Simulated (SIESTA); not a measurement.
Runs of SIESTA 5.4.2 on Fe. It takes space group Im-3m (No. 229, cubic). The conventional cell has a = 2.886 Å, b = 2.886 Å, c = 2.886 Å, α = 90.00°, β = 90.00°, γ = 90.00°. Around Fe (site symmetry m-3m) lie 8 Fe at 2.50 Å. 

| task | level | potentials or basis | energy shift | gap on the mesh (eV) | pressure (GPa) | moment (μB) |
| --- | --- | --- | --- | --- | --- | --- |
| band structure | LDA | PseudoDojo 0.4 standard (LDA files), DZP (energy shift 0.002 Ry) | 0.002 Ry | none | -25.0 | 2.28 |
| single point | PBEsol | PseudoDojo 0.4 standard (PBEsol files), DZP (energy shift 0.003 Ry; two zetas on semicore shells) | 0.003 Ry | none | -17.2 | 2.36 |
| band structure | PBE | SG15 1.2 (PBE files) or PseudoDojo by element, DZP (energy shift 0.002 Ry) | 0.002 Ry | none | -5.6 | 2.41 |
| band structure | PBE | PseudoDojo 0.4 standard (PBE files), DZP (energy shift 0.003 Ry; two zetas on semicore shells) | 0.003 Ry | none | -6.8 | 2.44 |
| band structure | PBE | PseudoDojo 0.4 standard (PBE files), TZDP (energy shift 0.002 Ry) | 0.002 Ry | none | -5.4 | 2.45 |
| band structure | PBE | PseudoDojo 0.4 standard (PBE files), DZ (energy shift 0.01 Ry) | 0.01 Ry | none | -28.5 | 2.66 |
| band structure | LDA | PseudoDojo 0.4 standard (LDA files), DZP (energy shift 0.003 Ry; two zetas on semicore shells) | 0.003 Ry | none | -25.7 | (a) |
| single point | PBE | PseudoDojo 0.4 standard (PBE files), DZP (energy shift 0.002 Ry) | 0.002 Ry | none | (b) | 2.44 |

Alike in all rows: spin collinear, ferromagnetic start; cell as given; k mesh 13 × 13 × 13; smearing fermi-dirac 0.05 eV; grid cutoff 800 Ry.

Fill in the values left out.

(a) 2.27; (b) -6.1.

Caveats: the basis of atomic orbitals isn't converged, which shifts pressures, moduli and gaps; semicore shells carry a single zeta, which can move pressures by several GPa and volumes by a few percent (some runs); short orbitals over semicore shells can move pressures by several GPa (some runs); so large a pressure means that the cell lies far from this level's equilibrium, or that cutoff or potentials fall short (some runs); the basis has no polarisation orbitals (some runs); a pressure of tens of GPa on the cell as given is suspect, and the run, the potentials or the cell itself is likely at fault (some runs).

A k mesh can miss the band edges.

A gap of «none» marks a metal or a gap under the smearing width.

Not every run made on this cell is shown here.
